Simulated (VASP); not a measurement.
Here is a VASP 6.6.1 calculation.

File POSCAR:

```
Si
1.0
    0.0000000000      2.7218511865      2.7218511865
    2.7218511865      0.0000000000      2.7218511865
    2.7218511865      2.7218511865      0.0000000000
Si
2
Direct
    0.5000000000      0.5000000000      0.5000000000
    0.7500000000      0.7500000000      0.7500000000
```

File INCAR.step1:

```
PREC = Accurate ; ENCUT = 600
EDIFF = 1E-5 ; ISMEAR = 0
SIGMA = 0.05 ; LREAL = False
LASPH = True ; NELM = 80
ALGO = Normal ; LWAVE = True
LCHARG = False ; GGA = PE
```

The input INCAR.step2:

```
PREC = Accurate ; ENCUT = 600
EDIFF = 1E-6 ; ISMEAR = 0
SIGMA = 0.05 ; LREAL = False
LASPH = True ; NELM = 80
ALGO = Normal ; ISIF = 3
LWAVE = False ; LCHARG = False
METAGGA = R2SCAN ; LHFCALC = True
AEXX = 0.1 ; LMIXTAU = True
PRECFOCK = Fast ; HFRCUT = -1
IBRION = 2 ; NSW = 60
EDIFFG = -0.01 ; ISTART = 1
```

The input KPOINTS:

```
regular mesh
0
Gamma
  4 4 4
```

Potentials or basis: VASP PAW PBE potentials, release 64 (Si).

Launch:

```bash
$ cat potpaw_PBE.64/Si/POTCAR > POTCAR
$ cp INCAR.step1 INCAR
$ mpirun -np 1 vasp_std > vasp.out
$ cp INCAR.step2 INCAR
$ mpirun -np 1 vasp_std > vasp.out
```

Q: Predict the relaxed volume.

A: 20.13 Å³/atom.

Q: Predict the space group after relaxing (to 0.05 Å).

A: Fd-3m (No. 227).

Final structure:
```
Si
1.0
     0.00000    2.72035    2.72035
     2.72035    0.00000    2.72035
     2.72035    2.72035    0.00000
Si
2
Direct
  0.50000 0.50000 0.50000
  0.75000 0.75000 0.75000
```

Caveat: the k mesh is coarse (spacing up to 0.50 Å⁻¹), so the values aren't converged, least of all with exact exchange; the PAW data sets were made with another functional, which shifts forces and pressure a little.
